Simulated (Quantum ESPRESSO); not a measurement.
Crystal: BeTe.

```xyz
2
Lattice="0.0000 2.7700 2.7700 2.7700 0.0000 2.7700 2.7700 2.7700 0.0000" Properties=species:S:1:pos:R:3 pbc="T T T"
Te    4.1550    4.1550    4.1550
Be    0.0000    0.0000    0.0000
```

Base run:

* Program: Quantum ESPRESSO 7.5
* Functional: BLYP
* Potentials or basis: PseudoDojo 0.4.1 SR PBE standard
* Cutoff: 1197 eV
* Density cutoff: 4789 eV
* k mesh: 6 × 6 × 6, shifted
* Occupations: fermi-dirac, width 0.05 eV
* Spin: no spin polarisation

Its results: pressure 7.2 GPa; electronic dielectric tensor (diagonal) 7.15.

Question: After a change of settings the same cell gave: pressure 2.8 GPa; electronic dielectric tensor (diagonal) 7.55. Which change was it?
A. functional from BLYP to LDA; potentials or basis from PseudoDojo 0.4.1 SR PBE standard to PseudoDojo 0.4.1 SR LDA standard
B. functional from BLYP to PBE
C. functional from BLYP to WC

Answer: C.

WC binds more tightly than BLYP, so the same cell stands under less pressure.

Caveats: the potentials were made for another functional, which shifts forces and pressure; the cell is more than 3 GPa from zero pressure, which shifts response properties (some runs).
